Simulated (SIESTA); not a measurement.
KI:

```
CELL_PARAMETERS angstrom
0.00000 3.53277 3.53277
3.53277 0.00000 3.53277
3.53277 3.53277 0.00000
ATOMIC_POSITIONS crystal
I 0.50000 0.50000 0.50000
K 0.00000 0.00000 0.00000
```

Base run:

```yaml
Program: SIESTA 5.4.2
Functional: BLYP
Potentials_or_basis: PseudoDojo 0.4 standard (PBE files)
Basis: DZP (energy shift 0.003 Ry; two zetas on semicore shells; d shell added on K)
Grid_cutoff: 800 Ry
Energy_shift: 0.003 Ry
k_mesh: 7 × 7 × 7
Occupations: fermi-dirac, width 0.05 eV
Spin: no spin polarisation
```

Its results: band gap on the k mesh 4.15 eV, direct; pressure 1.5 GPa.

The run is repeated on the same cell with these changes: functional from BLYP to vdW-DF-cx. What comes out?

Band gap on the k mesh 4.14 eV, direct; pressure 0.1 GPa.

Caveats: the potentials were made for another functional, which shifts forces and pressure; spin-orbit coupling is left out, which moves the levels of the heavy elements; the basis of atomic orbitals isn't converged, which shifts pressures, moduli and gaps.
